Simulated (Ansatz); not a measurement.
The cell is a 6-atom cell of Cu2O started from a crystallographic database; cell and atoms were relaxed with r2SCAN. It is cubic, Pn-3m (No. 224); conventional cell a = 4.246 Å, 12.76 Å³ an atom. Cu is surrounded by 2 O at 1.84 Å; O is surrounded by 4 Cu at 1.84 Å.

```cif
data_structure
_symmetry_space_group_name_H-M 'Pn-3m:1'
_symmetry_Int_Tables_number 224
_cell_length_a 4.2461
_cell_length_b 4.2461
_cell_length_c 4.2461
_cell_angle_alpha 90.000
_cell_angle_beta 90.000
_cell_angle_gamma 90.000
_cell_volume 76.55
loop_
_atom_site_label
_atom_site_type_symbol
_atom_site_symmetry_multiplicity
_atom_site_Wyckoff_symbol
_atom_site_fract_x
_atom_site_fract_y
_atom_site_fract_z
_atom_site_occupancy
Cu1 Cu 4 b 0.25000 0.25000 0.25000 1
O1 O 2 a 0.00000 0.00000 0.00000 1
```

4 runs of the PAW code Ansatz on this cell differ in the functional (and in the settings that go with it). Levels are in eV from each run's valence top; v1 is the last filled band, c1 the first empty one.

Run A, mean stress +14.8 GPa (compression positive):
```
point     v5     v3     v1     c1     c2     c3
    Γ  -4.34   0.00   0.00  10.59  10.63  10.63
    X  -3.58  -2.72  -0.22  12.56  12.56  14.10
    M  -2.78  -2.72  -0.77  12.01  12.01  14.32
    R  -4.37  -1.10  -1.10  12.25  12.25  12.25
```

Run B, mean stress +3.8 GPa (compression positive):
```
point     v5     v3     v1    c1    c2    c3
    Γ  -1.89   0.00   0.00  1.49  1.98  1.98
    X  -2.03  -1.47  -0.38  3.25  3.25  5.11
    M  -1.78  -1.49  -0.70  2.82  2.82  4.88
    R  -1.95  -0.68  -0.68  3.29  3.29  3.29
```

Run C, mean stress +3.1 GPa (compression positive):
```
point     v5     v3     v1    c1    c2    c3
    Γ  -2.29   0.00   0.00  2.03  2.45  2.45
    X  -2.42  -1.76  -0.33  3.84  3.84  5.63
    M  -2.06  -1.78  -0.71  3.37  3.37  5.51
    R  -2.34  -0.78  -0.78  3.80  3.80  3.80
```

Run D, mean stress -7.3 GPa (compression positive):
```
point     v5     v3     v1    c1    c2    c3
    Γ  -1.57   0.00   0.00  0.56  1.17  1.17
    X  -1.69  -1.20  -0.42  2.28  2.28  4.20
    M  -1.49  -1.21  -0.68  1.90  1.90  3.85
    R  -1.63  -0.57  -0.57  2.40  2.40  2.40
```

Question: Match the runs to LDA, HSE06, DDH-PBE0, Hartree-Fock.

Answer: A is Hartree-Fock, B is DDH-PBE0, C is HSE06, D is LDA. In order of the gap: LDA 0.56, DDH-PBE0 1.49, HSE06 2.03, Hartree-Fock 10.59 eV.

Calculated for a static, non-magnetic cell.

The stress of a hybrid is loosely converged in these runs.

The meshes of the hybrids are coarse, so their gaps aren't converged to the digits shown.
